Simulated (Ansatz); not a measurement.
The system is HfC.

```
Hf C
1.0
     0.00000    2.32500    2.32500
     2.32500    0.00000    2.32500
     2.32500    2.32500    0.00000
Hf C
1 1
Direct
  0.50000 0.50000 0.50000
  0.00000 0.00000 0.00000
```

Base run:

```yaml
Program: Ansatz 0.2.0
Functional: PBE
Potentials_or_basis: all-electron LAPW, scalar-relativistic
Cutoff: 303 eV (chosen from the basis error)
Basis_error_allowed: 0.001 eV/atom
k_mesh: 10 × 10 × 10
Occupations: gaussian, width 0.023 eV
Spin: no spin polarisation
```

Its results: pressure 0.3 GPa.

Q: The run is repeated on the same cell with these changes: functional from PBE to LDA; occupations from gaussian, width 0.023 eV to fermi-dirac, width 0.05 eV. What comes out?

A: Pressure -11.8 GPa.
